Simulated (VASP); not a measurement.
Here is a VASP 6.6.1 calculation.

File INCAR:

```
PREC = Accurate ; ENCUT = 520
EDIFF = 1E-6 ; ISMEAR = 0
SIGMA = 0.03 ; LREAL = False
LASPH = True ; NELM = 80
ALGO = Fast ; ISIF = 2
LWAVE = False ; LCHARG = False
LDIPOL = True ; IDIPOL = 3
DIPOL = 0.5 0.5 0.500 ; GGA = PS
LVHAR = True ; LVACPOTAV = True
ICORELEVEL = 1 ; KPAR = 4
```

The input KPOINTS:

```
Automatic mesh
0
Gamma
  7 5 1
```

POSCAR

```
InP
1.0
    4.1568417600      0.0000000000      0.0000000000
    0.0000000000      5.8786620000      0.0000000000
    0.0000000000      0.0000000000     27.4705252900
In P
7 7
Direct
    0.5000000000      0.5000000000      0.2730199000
    0.0000000000      0.0000000000      0.3486799300
    0.5000000000      0.5000000000      0.4243399700
    0.0000000000      0.0000000000      0.5000000000
    0.5000000000      0.5000000000      0.5756600300
    0.0000000000      0.0000000000      0.6513200700
    0.5000000000      0.5000000000      0.7269801000
    0.0000000000      0.7500000000      0.2730199000
    0.5000000000      0.2500000000      0.3486799300
    0.0000000000      0.7500000000      0.4243399700
    0.5000000000      0.2500000000      0.5000000000
    0.0000000000      0.7500000000      0.5756600300
    0.5000000000      0.2500000000      0.6513200700
    0.0000000000      0.7500000000      0.7269801000
```

Potentials or basis: VASP PAW PBE potentials, release 64 (In_d, P).

The run is started by

```console
$ cat potpaw_PBE.64/In_d/POTCAR potpaw_PBE.64/P/POTCAR > POTCAR
$ mpirun -np 4 vasp_std > vasp.out
```

Problem. What does it give for the largest force?

Solution. 1.579 eV/Å.

Problem. Predict the ionisation potential of the upper face.

Solution. 4.78 eV.

Problem. Estimate the band gap on the k mesh.

Solution. 0.38 eV, indirect (least direct gap 0.39 eV).

Core levels (eV, on the scale of the bands):
| atom | levels |
| --- | --- |
| 1 In | 1s -27743.2, 2s -4149.7, 2p -3723.6, 3s -783.6, 3p -644.1, 3d -427.8, 4s -114.8, 4p -73.3 |
| 2 In | 1s -27742.9, 2s -4149.4, 2p -3723.4, 3s -783.3, 3p -643.9, 3d -427.5, 4s -114.6, 4p -73.0 |
| 3 In | 1s -27743.0, 2s -4149.5, 2p -3723.5, 3s -783.4, 3p -644.0, 3d -427.7, 4s -114.7, 4p -73.2 |
| 4 In | 1s -27742.9, 2s -4149.4, 2p -3723.4, 3s -783.4, 3p -643.9, 3d -427.6, 4s -114.6, 4p -73.1 |
| 5 In | 1s -27743.0, 2s -4149.5, 2p -3723.5, 3s -783.4, 3p -644.0, 3d -427.7, 4s -114.7, 4p -73.2 |
| 6 In | 1s -27742.9, 2s -4149.4, 2p -3723.4, 3s -783.3, 3p -643.9, 3d -427.5, 4s -114.6, 4p -73.0 |

Caveat: the PAW data sets were made with another functional, which shifts forces and pressure a little; spin-orbit coupling is left out, which moves the levels of the heavy elements.
